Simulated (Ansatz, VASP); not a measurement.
**Two plane-wave programs on GaSb**

Contents of INCAR:

```
SYSTEM = GaSb
  ALGO = Normal
  EDIFF = 1E-6
  ENCUT = 520
  GGA = PE
  ISIF = 2
  ISMEAR = 0
  LASPH = .True.
  LCHARG = .True.
  LELF = .True.
  LREAL = .False.
  LVHAR = .True.
  LWAVE = .False.
  NBANDS = 16
  NELM = 100
  PREC = Accurate
  SIGMA = 0.1
```

File KPOINTS:

```
k-points
0
Gamma
  12 12 12
  0 0 0
```

Contents of POSCAR:

```
GaSb
1.0
    0.0000000000      2.9443180900      2.9443180900
    2.9443180900      0.0000000000      2.9443180900
    2.9443180900      2.9443180900      0.0000000000
Ga Sb
1 1
Direct
    0.0000000000      0.0000000000      0.0000000000
    0.7500000000      0.7500000000      0.7500000000
```

Input for Ansatz:

```yaml
crystal:
  lattice:
    - [0.0, 2.94431809, 2.94431809]
    - [2.94431809, 0.0, 2.94431809]
    - [2.94431809, 2.94431809, 0.0]
  atoms:
    - { symbol: Ga, position: [0.0, 0.0, 0.0] }
    - { symbol: Sb, position: [0.75, 0.75, 0.75] }
basis:
  ecutwfc: 420
kpoints:
  mp_grid: { grid: [12, 12, 12] }
hamiltonian:
  xc: pbe
scf:
  occupations: { method: gaussian, width: 0.1 }
output:
  forces: true
  stress: true
  eigenvalues: true
```

Alike in both runs: task single point; functional PBE; k mesh 12 × 12 × 12; occupations gaussian, width 0.1 eV; no spin polarisation.

|  | VASP | Ansatz |
| --- | --- | --- |
| version | VASP 6.6.1 | Ansatz 0.2.0 |
| potentials or method | VASP PAW PBE potentials, release 64 (Ga_d, Sb) | scalar-relativistic, plane waves, PAW |
| plane-wave cutoff (eV) | 520 | 420 |
| valence electrons in the cell | 18 | 28 |

|  | VASP | Ansatz | Ansatz less VASP |
| --- | --- | --- | --- |
| gap on the k mesh at the Fermi level (eV) | 0.66 | 0.66 | +0.005 |
| least direct gap on the mesh (eV) | 0.89 | 0.88 | -0.006 |
| pressure (GPa) | 10.7 | 10.6 | -0.12 |

The two sets of potentials don't hold the same shells in valence.

Caveats: spin-orbit coupling is left out, which moves the levels of the heavy elements. A k mesh can miss the band edges.
